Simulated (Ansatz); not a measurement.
Runs of Ansatz 0.2.0 on Ta. Symmetry: Im-3m, No. 229, cubic system. Conventional cell: a = 3.303 Å, b = 3.303 Å, c = 3.303 Å, α = 90.00°, β = 90.00°, γ = 90.00°. Ta (site symmetry m-3m) has 8 Ta at 2.86 Å as nearest neighbours. 

```csv
task,level,spin,cell,k mesh,cutoff (eV),smearing,points for each segment of the path,q mesh,atoms under strain,mesh quality,gap on the mesh (eV),pressure (GPa),relaxed volume (Å³/atom)
single point,r2SCAN50,off,as given,6 × 6 × 6,500,fermi-dirac 0.05 eV,-,-,-,coarse,none,(d),-
relaxation of cell and atoms,HSEsol,off,relaxed,6 × 6 × 6,420,fermi-dirac 0.05 eV,-,-,-,coarse,none,0.0,18.02
relaxation of cell and atoms,revPBE,off,relaxed,11 × 11 × 11,420,fermi-dirac 0.05 eV,-,-,-,not flagged,-,0.0,(c)
single point,LDA,off,as given,11 × 11 × 11,420,gaussian 0.05 eV,-,-,-,not flagged,none,-9.5,-
band structure,HSE06,off,as given,6 × 6 × 6,420,fermi-dirac 0.05 eV,4,-,-,coarse,none,4.8,-
single point,HSE06,"SOC, no magnetisation",as given,5 × 5 × 5,420,fermi-dirac 0.05 eV,-,-,-,coarse,none,(a),-
density of states,PBE0+D3(BJ),off,as given,6 × 6 × 6,420,methfessel-paxton 0.2 eV,-,-,-,coarse,none,-2.4,-
band structure,PBEsol,"SOC, no magnetisation",as given,8 × 8 × 8,420,fermi-dirac 0.05 eV,14,-,-,not flagged,none,-5.9,-
relaxation of cell and atoms,RPBE,off,relaxed,11 × 11 × 11,420,fermi-dirac 0.05 eV,-,-,-,not flagged,-,0.0,(b)
phonons,PBEsol,off,as given,8 × 8 × 8,420,fermi-dirac 0.05 eV,8,4 × 4 × 4,-,not flagged,none,-,-
elastic constants,LDA,off,as given,8 × 8 × 8,420,fermi-dirac 0.05 eV,-,-,clamped,not flagged,none,-10.7,-
relaxation of cell and atoms,PBEsol,off,relaxed,11 × 11 × 11,420,fermi-dirac 0.05 eV,-,-,-,not flagged,-,0.0,17.63
```

Alike in all rows: potentials or basis Ansatz PAW.

Estimate the missing entries.

(a) 3.5; (b) 18.58; (c) 18.48; (d) 1.5.

Caveats: some runs use coarse meshes; the PAW data sets come from PBE, with cores solved anew for the run's functional, which leaves a small shift of forces and pressure; the thresholds are loose for stress (some runs); the plane-wave basis is chosen anew once the cell has moved, so the energies of steps on either side of that aren't comparable (some runs); spin-orbit coupling is left out, which moves the levels of the heavy elements (some runs); pairwise dispersion overbinds metals, which lowers pressure and volume (some runs); some levels weren't fully converged (some runs); the cell is more than 3 GPa from zero pressure, which shifts response properties (some runs).

A k mesh can miss the band edges, and rows without SOC leave out spin-orbit coupling on Ta.

A gap of «none» marks a metal or a gap under the smearing width.

Runs at the PBE level aren't shown here.
